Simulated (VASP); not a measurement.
## KCl (Sylvite): single point with RPBE

**Experimental background.**

From a printed reference work, monograph, for a bulk crystal of KCl: band gap 8.68 eV.

The system is KCl (Sylvite).

```
K Cl
1.0
     0.00000    3.28928    3.28928
     3.28928    0.00000    3.28928
     3.28928    3.28928    0.00000
K Cl
1 1
Direct
  0.00000 0.00000 0.00000
  0.50000 0.50000 0.50000
```

```
Program                : VASP 6.6.1
Task                   : single point
Functional             : RPBE
Potentials or basis    : VASP PAW PBE potentials, release 64 (K_sv, Cl)
Cutoff                 : 520 eV
k mesh                 : 7 × 7 × 7
Occupations            : gaussian, width 0.1 eV
Spin                   : collinear spin, zero start
Starting moments       : [0.0, 0.0] μB
Dipole correction      : no
Further INCAR settings : ALGO = Normal; EDIFF = 1e-07; NBANDS = 19
```

* Pressure: 0.0 GPa
* Band gap on the k mesh: 5.09 eV, direct
* Net moment: 0.00 μB per cell
* Valence electrons inside the program's atomic spheres: K 7.59; Cl 5.17

Levels at points of the mesh, in eV from the valence-band top:
Spin up:
| k point | band 6 | band 7 | band 8 | band 9 | band 10 | band 11 |
| --- | --- | --- | --- | --- | --- | --- |
| (0.00, 0.00, 0.00) | 0.00 | 0.00 | 0.00 | 5.09 | 8.45 | 8.45 |
Spin down:
```tsv
k point	band 5	band 6	band 7	band 8	band 9	band 10	band 11	band 12
(0.00, 0.00, 0.00)	-11.08	0.00	0.00	0.00	5.09	8.45	8.45	8.45
```

Run time: 87 s on 1 thread of AMD EPYC 7R43 64-Core Processor (Zen 3), with other jobs on the host, peak memory 0.21 GiB.

Against the measured gap of KCl, 8.68 eV (a printed reference work, monograph), the calculated 5.09 eV is off by -3.59 eV. The value is that of RPBE on a finite k mesh, which can miss the band edges, without temperature or zero-point motion. Semilocal functionals fall short of measured gaps as a rule.

Caveat: the PAW data sets were made with another functional, which shifts forces and pressure a little.
